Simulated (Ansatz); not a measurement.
GeTe (alpha-GeTe type, space group R3m)

```xyz
4
Lattice="4.2266 2.4402 7.2798 -2.1133 1.2201 3.6399 0.0000 -2.4402 3.6399" Properties=species:S:1:pos:R:3 pbc="T T T"
Ge     0.0000     0.0000     2.5578
Ge     2.1133     1.2201     6.1977
Te     0.0000     0.0000     8.3620
Te     2.1133     1.2201    12.0019
```

In each cell atom 3 (Te, nearest neighbour Ge at 2.852 Å; its periodic images, 4.2 Å or more away, move with it) moves by s·(0.577, 0.577, 0.577) (along Cartesian [111]), the rest being held.

All values below come from PBE (plane waves to 420 eV, PAW, scalar-relativistic; Ansatz, a program for electronic structure). k mesh 4×8×8 (Γ-centred), Fermi-Dirac smearing 0.05 eV. E stands for the smeared free energy. GeTe was relaxed with its symmetry unable to fall. Spin-orbit coupling is left out, though Te is heavy. The zero of ΔE is the undisplaced structure.

```csv
s (Å),ΔE (meV/cell)
-0.570,507
-0.456,withheld
-0.342,200
-0.228,95
-0.114,26
0.000,0
0.114,27
0.228,119
0.342,285
0.456,538
0.570,888
```

Q: Fit a polynomial form (powers 2, 3, 4) to the given rows and predict ΔE at s = -0.456.

A: Least squares on the 10 given rows: ΔE = (2042)·s² + (1032)·s³ + (326.1)·s⁴, in meV/cell with s in Å; root-mean-square residual 1.0 meV/cell. At -0.456 the fit gives 341 meV/cell; the calculation gives 337 meV/cell, so the interpolation is off by 4 (+1.2 %). The quadratic term alone would give 425 meV/cell.

(A displaced cell: forces are minus the slopes of the energy, force constants its curvatures, and phonons follow from these.)
